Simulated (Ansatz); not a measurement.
Take a crystal in which K has been replaced by Na on all its sites, with the cell rescaled by a rough guess (in some cases also distorted within its space group) and nothing relaxed:

```yaml
crystal:
  lattice:
    - [0.00000, 3.04396, 3.04396]
    - [3.04396, 0.00000, 3.04396]
    - [3.04396, 3.04396, 0.00000]
  atoms:
    - { symbol: Na, position: [0.00000, 0.00000, 0.00000] }
    - { symbol: Cl, position: [0.50000, 0.50000, 0.50000] }
```

These are results of Ansatz 0.2.0, DFT PBE, scalar-relativistic, plane waves, PAW, not measurements.

Plane waves to 420 eV, a k mesh through Γ of 6×6×6 on the computed 2-atom cell and Gaussian smearing (0.02 eV); no spin polarisation.

(1) Will this cell want to expand or contract, and how hard?

(2) Is it a metal on this mesh?

(3) What is its energy against the elements in their standard states?

## Answers

(1) The pressure is -3.0 GPa (positive in compression), so the cell would contract.

(2) No: the gap is 4.35 eV, the least direct gap 4.35 eV.

(3) -1.790 eV/atom at this unrelaxed geometry, with the elements in the same functional.